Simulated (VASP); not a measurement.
# Ti (P6/mmm) in VASP: notebook

The runs below take Ti through single point, with PBE.

All numbers are computed with VASP 6.6.1; they aren't measurements. Logs are shortened: lines on timing, memory, paths and dates and some standing lists are left out, and cuts for length are marked.

**1. Starting point**

It takes space group P6/mmm (No. 191, hexagonal). The conventional cell has a = 4.567 Å, b = 4.567 Å, c = 2.826 Å, α = 90.00°, β = 90.00°, γ = 120.00°. Ti (site symmetry -6m2) has 11 Ti at 2.64 to 2.99 Å as nearest neighbours. Ti (site symmetry 6/mmm) has 14 Ti at 2.83 to 2.99 Å as nearest neighbours.

This isn't the form of Ti at room conditions, which is hcp.

**2. Single point, PBE**

File INCAR:

```
SYSTEM = Ti
PREC     = Accurate       ! precision mode
ENCUT    = 250            ! plane-wave cutoff, eV
EDIFF    = 1E-6           ! SCF threshold, eV
ISMEAR   = 0              ! smearing method
SIGMA    = 0.15           ! smearing width, eV
LREAL    = .False.        ! projectors in reciprocal space
LASPH    = .True.         ! aspherical terms in the spheres
NELM     = 100            ! most SCF steps
ALGO     = Normal         ! electronic algorithm
ISIF     = 2              ! what is computed and relaxed
LWAVE    = .False.        ! write WAVECAR
LCHARG   = .False.        ! write CHGCAR
GGA      = PE             ! functional
NBANDS   = 13             ! bands
ADDGRID  = .False.
```

File KPOINTS:

```
Automatic mesh
0
Gamma
  4 4 5
  0 0 0
```

File POSCAR:

```
Ti
1.0
    4.5673748306      0.0000000000      0.0000000000
   -2.2836874153      3.9554626319      0.0000000000
    0.0000000000      0.0000000000      2.8262442700
Ti
3
Direct
    0.6535550000      0.3369470000      0.4982190000
    0.3492570000      0.6782810000      0.5288300000
    0.0014220000     -0.0021490000     -0.0037100000
```

Potentials or basis: VASP PAW PBE potentials, release 64 (Ti).

On the command line:

```sh
$ cat potpaw_PBE.64/Ti/POTCAR > POTCAR
$ mpirun -np 1 vasp_std > vasp.out
```

OUTCAR:

```text
SYSTEM = Ti
   PREC = Accurate
   ENCUT = 250
   EDIFF = 1E-6
   ISMEAR = 0
   LREAL = .False.
   LASPH = .True.
   NELM = 100
   ISIF = 2
   GGA = PE

 Found     42 irreducible k-points:

 Following reciprocal coordinates:
            Coordinates               Weight
  0.000000  0.000000  0.000000      1.000000
  0.250000  0.000000  0.000000      2.000000
  0.000000  0.250000  0.000000      2.000000
 -0.250000  0.250000  0.000000      2.000000
  0.500000  0.000000  0.000000      1.000000
  0.000000  0.500000  0.000000      1.000000
   k-points           NKPTS =     42   k-points in BZ     NKDIM =     42   number of bands    NBANDS=     13
   number of dos      NEDOS =    301   number of ions     NIONS =      3
   total plane-waves  NPLWV =   9216
   dimension x,y,z NGX =    24 NGY =   24 NGZ =   16
   dimension x,y,z NGXF=    48 NGYF=   48 NGZF=   32
   ions per type =               3
   NGX,Y,Z   is equivalent  to a cutoff of   8.74,  8.74,  9.41 a.u.
   NGXF,Y,Z  is equivalent  to a cutoff of  17.47, 17.47, 18.82 a.u.
 SYSTEM =  Ti
   PREC   = accura    normal or accurate (medium, high low for compatibility)
   ISTART =      0    job   : 0-new  1-cont  2-samecut
   ICHARG =      2    charge: 1-file 2-atom 10-const
   ISPIN  =      1    spin polarized calculation?
   LNONCOLLINEAR =      F non collinear calculations
   LSORBIT =      F    spin-orbit coupling
   LASPH  =      T    aspherical Exc in radial PAW
   ENCUT  =  250.0 eV  18.37 Ry    4.29 a.u.   5.89  5.89  3.64*2*pi/ulx,y,z
   NELM   =    100;   NELMIN=  2; NELMDL= -5     # of ELM steps
   EDIFF  = 0.1E-05   stopping-criterion for ELM
   LREAL  =      F    real-space projection
   EDIFFG = 0.1E-04   stopping-criterion for IOM
   NSW    =      0    number of steps for IOM
   IBRION =     -1    ionic relax: 0-MD 1-quasi-New 2-CG
   NFREE  =      0    steps in history (QN), initial steepest desc. (CG)
   ISIF   =      2    stress and relaxation
   ISYM   =      2    0-nonsym 1-usesym 2-fastsym
   POTIM  = 0.5000    time-step for ionic-motion
   TEBEG  =    0.0;   TEEND  =   0.0 temperature during run
   PSTRESS=    0.0 pullay stress
   NELECT =      12.0000    total number of electrons
   NUPDOWN=      -1.0000    fix difference up-down
   EMIN   =  10.00;   EMAX   =-10.00  energy-range for DOS
   EFERMI =   0.00;   METHOD = LEGACY
   ISMEAR =     0;   SIGMA  =   0.15  broadening in eV -4-tet -1-fermi 0-gaus
   EFERMI_NEDOS =   21; number of points for ismear=-14 and -15
   IALGO  =     38    algorithm
   IMIX   =      4    mixing-type and parameters
     AMIX     =   0.40;   BMIX     =  1.00
     AMIX_MAG =   1.60;   BMIX_MAG =  1.00
  volume/ion in A,a.u.               =      17.02       114.85
  Fermi-wavevector in a.u.,A,eV,Ry     =   1.010285  1.909162 13.887145  1.020676
  Thomas-Fermi vector in A             =   2.143265
   LORBIT       =      0    0 simple, 1 ext, 2 COOP (PROOUT), +10 PAW based schemes
   GGA     = PE    functional components
   LHFCALC =     F    Hartree Fock is set to
   AEXX    =    0.0000 exact exchange contribution
   IVDW    =     0    specifies the selected vdW correction
   LEPSILON=     F    determine dielectric tensor
   LRPA    =     F    only Hartree local field effects (RPA)
 non-spin polarized calculation
 Gauss-broadening in eV      SIGMA  =   0.15
  energy-cutoff  :      250.00
  volume of cell :       51.06
 maximum number of plane-waves:       466
   NGX = 11   NGY = 11   NGZ =  7

 number of electron      12.0000006 magnetization

 Free energy of the ion-electron system (eV)
  ---------------------------------------------------
  ext. energy  EPLUGINS =         0.00000000
  ---------------------------------------------------
  free energy    TOTEN  =       -23.33634886 eV

  energy without entropy =      -23.30720774  energy(sigma->0) =      -23.32177830

 E-fermi :   3.0529     XC(G=0): -11.1495

 val. band max:        3.0451163557   @ k =   0.0000   0.0000   0.0000
 cond. band min:       3.0625231551   @ k =   0.5000   0.0000   0.2000
 fundamental gap:      0.0174067994
 Fermi energy:         3.0528608370

 k-point     1 :       0.0000    0.0000    0.0000
  band No.  band energies     occupation
      1      -2.9635      2.00000
      2       1.1253      2.00000
      3       2.3055      2.00000
      4       2.3925      2.00000
      5       2.4133      2.00000
      6       2.5044      2.00000
      7       3.0451      1.05821
      8       3.7010      0.00000
      9       4.3083      0.00000
     10       4.3337      0.00000
     11       4.7213      0.00000
     12       4.8520      0.00000
     13       4.9698      0.00000

 k-point     2 :       0.2500    0.0000    0.0000
  band No.  band energies     occupation
      1      -2.2586      2.00000
      2       0.9518      2.00000
      3       1.2912      2.00000
      4       2.1776      2.00000
      5       2.2961      2.00000
      6       3.2241      0.10649
      7       3.2839      0.02936
      8       3.6874      0.00000
      9       3.8763      0.00000
     10       4.2982      0.00000
     11       4.5241      0.00000
     12       4.8268      0.00000
     13       5.6030      0.00000

 k-point     3 :       0.0000    0.2500    0.0000
  band No.  band energies     occupation
      1      -2.2597      2.00000
      2       0.9002      2.00000
      3       1.3611      2.00000
      4       2.0407      2.00000
      5       2.2418      2.00000
      6       3.1733      0.25621
      7       3.3687      0.00290
      8       3.7210      0.00000
      9       3.9209      0.00000
     10       4.2773      0.00000
     11       4.5801      0.00000
     12       4.8556      0.00000
     13       5.5768      0.00000

 k-point     4 :      -0.2500    0.2500    0.0000
  band No.  band energies     occupation
      1      -2.2608      2.00000
      2       0.8911      2.00000
      3       1.3902      2.00000
      4       2.0123      2.00000
      5       2.1961      2.00000
      6       3.1907      0.19374
      7       3.3437      0.00611
      8       3.7547      0.00000
      9       3.9564      0.00000
     10       4.2865      0.00000
     11       4.5583      0.00000
     12       4.8340      0.00000
     13       5.6119      0.00000

 k-point     5 :       0.5000    0.0000    0.0000
  band No.  band energies     occupation
      1      -0.5065      2.00000
      2      -0.4800      2.00000
      3       0.5130      2.00000
      4       2.6108      1.99997
      5       2.7895      1.98697
      6       2.9116      1.81712
      7       2.9533      1.65197
      8       3.4874      0.00004
      9       4.0789      0.00000
     10       4.1616      0.00000
     11       4.8954      0.00000
     12       5.1643      0.00000
     13       5.7793      0.00000

 k-point     6 :       0.0000    0.5000    0.0000
  band No.  band energies     occupation
      1      -0.5669      2.00000
      2      -0.4251      2.00000
      3       0.4496      2.00000
      4       2.5329      2.00000
      5       2.6057      1.99998
      6       2.7418      1.99664
      7       3.1845      0.21473
      8       3.6149      0.00000
      9       4.0828      0.00000
     10       4.1749      0.00000
     11       4.9772      0.00000
     12       5.0825      0.00000
     13       5.6169      0.00000

 [... further k-points ...]
[... 5 lines left out ...]
  --------------------------------------------------------------------------------------
  -------------------------------------------------------------------------------------
  Total       -0.3481148     -0.5241722     -0.3307609      0.0999296      0.0331360      0.0036184
  in kB      -10.9234404    -16.4479174    -10.3788934      3.1356742      1.0397690      0.1135399
  external PRESSURE =     -12.5834171 kB  Pullay stress =       0.0000000 kB

 VOLUME and BASIS-vectors are now :
 -----------------------------------------------------------------------------
  energy-cutoff  :      250.00
  volume of cell :       51.06
      direct lattice vectors                 reciprocal lattice vectors
     4.567374831  0.000000000  0.000000000     0.218944150  0.126407464  0.000000000
    -2.283687415  3.955462632  0.000000000     0.000000000  0.252814928  0.000000000
     0.000000000  0.000000000  2.826244270     0.000000000  0.000000000  0.353826458

 POSITION                                       TOTAL-FORCE (eV/Angst)
 -----------------------------------------------------------------------------------
      2.21555      1.33278      1.40809         0.313109     -0.037737      0.018429
      0.04621      2.68292      1.49460        -0.272999     -0.056184     -0.266736
     -2.27228      3.94696      2.81576        -0.040111      0.093921      0.248307
 -----------------------------------------------------------------------------------
    total drift:                               -0.000160      0.000091      0.000168

  FREE ENERGIE OF THE ION-ELECTRON SYSTEM (eV)
  ---------------------------------------------------
  free  energy   TOTEN  =       -23.3363488607 eV

  energy  without entropy=      -23.3072077398  energy(sigma->0) =      -23.32177830
```

It took 9.2 s on 1 thread of Intel Xeon Platinum 8488C (Sapphire Rapids), shared host; peak memory 0.12 GiB.

These settings aren't checked as converged: the numbers below hold their error.

What came out:

* Free energy: -23.3363 eV
* Pressure: -1.3 GPa
* Largest force: 0.386 eV/Å
* Band gap on the k mesh: none (metal or under the smearing width)

Caveat: the k mesh is coarse (spacing up to 0.44 Å⁻¹), so the values aren't converged.

**3. Single point, PBE**

INCAR, as its differences from that of step 2:

```diff
@@ -2,3 +2,3 @@
 PREC     = Accurate       ! precision mode
-ENCUT    = 250            ! plane-wave cutoff, eV
+ENCUT    = 200            ! plane-wave cutoff, eV
 EDIFF    = 1E-6           ! SCF threshold, eV
```

File KPOINTS:

```
Automatic mesh
0
Gamma
  5 5 7
  0 0 0
```

File POSCAR:

```
Ti
1.0
    4.5673748306      0.0000000000      0.0000000000
   -2.2836874153      3.9554626319      0.0000000000
    0.0000000000      0.0000000000      2.8262442700
Ti
3
Direct
    0.6666666667      0.3333333333      0.5000000000
    0.3333333333      0.6666666667      0.5000000000
    0.0000000000      0.0000000000      0.0000000000
```

Potentials or basis: VASP PAW PBE potentials, release 64 (Ti).

On the command line:

```sh
$ cat potpaw_PBE.64/Ti/POTCAR > POTCAR
$ mpirun -np 1 vasp_std > vasp.out
```

Run time: 5.9 s. Hardware: 1 thread of Intel Xeon Platinum 8488C (Sapphire Rapids), shared host; peak memory 0.12 GiB.

These settings aren't checked as converged: the numbers below hold their error.

Results:

- Free energy: -23.3409 eV
- Band gap on the k mesh: none (metal or under the smearing width)

Caveat: the cutoff is under 1.25 times the usual one of these potentials, so pressure, stress and relaxed cells hold a basis-set (Pulay) error.

**4. Single point, PBE**

INCAR is that of step 3.

KPOINTS is that of step 3.

File POSCAR:

```
Ti
1.0
    4.5673748306      0.0000000000      0.0000000000
   -2.2836874153      3.9554626319      0.0000000000
    0.0000000000      0.0000000000      2.8262442700
Ti
3
Direct
    0.6535550000      0.3369470000      0.4982190000
    0.3492570000      0.6782810000      0.5288300000
    0.0014220000     -0.0021490000     -0.0037100000
```

Potentials or basis: VASP PAW PBE potentials, release 64 (Ti).

On the command line:

```sh
$ cat potpaw_PBE.64/Ti/POTCAR > POTCAR
$ mpirun -np 1 vasp_std > vasp.out
```

OUTCAR:

```text
SYSTEM = Ti
   PREC = Accurate
   ENCUT = 200
   EDIFF = 1E-6
   ISMEAR = 0
   LREAL = .False.
   LASPH = .True.
   NELM = 100
   ISIF = 2
   GGA = PE

 Found     88 irreducible k-points:

 Following reciprocal coordinates:
            Coordinates               Weight
  0.000000  0.000000  0.000000      1.000000
  0.200000  0.000000  0.000000      2.000000
  0.000000  0.200000  0.000000      2.000000
 -0.200000  0.200000  0.000000      2.000000
  0.400000  0.000000  0.000000      2.000000
  0.000000  0.400000  0.000000      2.000000
   k-points           NKPTS =     88   k-points in BZ     NKDIM =     88   number of bands    NBANDS=     13
[... 169 lines left out ...]

 [... further k-points ...]
[... 5 lines left out ...]
  --------------------------------------------------------------------------------------
  -------------------------------------------------------------------------------------
  Total       -0.2870333     -0.3740011     -0.0847168      0.0565789      0.0449050      0.0316236
  in kB       -9.0067742    -11.7357221     -2.6583154      1.7753807      1.4090674      0.9923120
  external PRESSURE =      -7.8002706 kB  Pullay stress =       0.0000000 kB

 VOLUME and BASIS-vectors are now :
 -----------------------------------------------------------------------------
  energy-cutoff  :      200.00
  volume of cell :       51.06
      direct lattice vectors                 reciprocal lattice vectors
     4.567374831  0.000000000  0.000000000     0.218944150  0.126407464  0.000000000
    -2.283687415  3.955462632  0.000000000     0.000000000  0.252814928  0.000000000
     0.000000000  0.000000000  2.826244270     0.000000000  0.000000000  0.353826458

 POSITION                                       TOTAL-FORCE (eV/Angst)
 -----------------------------------------------------------------------------------
      2.21555      1.33278      1.40809         0.260795     -0.027101     -0.000279
      0.04621      2.68292      1.49460        -0.229630     -0.046756     -0.260442
     -2.27228      3.94696      2.81576        -0.031165      0.073858      0.260721
 -----------------------------------------------------------------------------------
    total drift:                               -0.000127      0.000106      0.000059

  FREE ENERGIE OF THE ION-ELECTRON SYSTEM (eV)
  ---------------------------------------------------
  free  energy   TOTEN  =       -23.3118532643 eV

  energy  without entropy=      -23.2715669746  energy(sigma->0) =      -23.29171012
```

Wall time 12 s (1 thread of Intel Xeon Platinum 8488C (Sapphire Rapids), shared host); peak memory 0.13 GiB.

These settings aren't checked as converged: the numbers below hold their error.

Results:

| Item | Value |
| --- | --- |
| Free energy | -23.3119 eV |
| Largest force | 0.350 eV/Å |
| Band gap on the k mesh | none (metal or under the smearing width) |

Caveat: the cutoff is under 1.25 times the usual one of these potentials, so pressure, stress and relaxed cells hold a basis-set (Pulay) error.

(Part 1 of 2 ends here.)
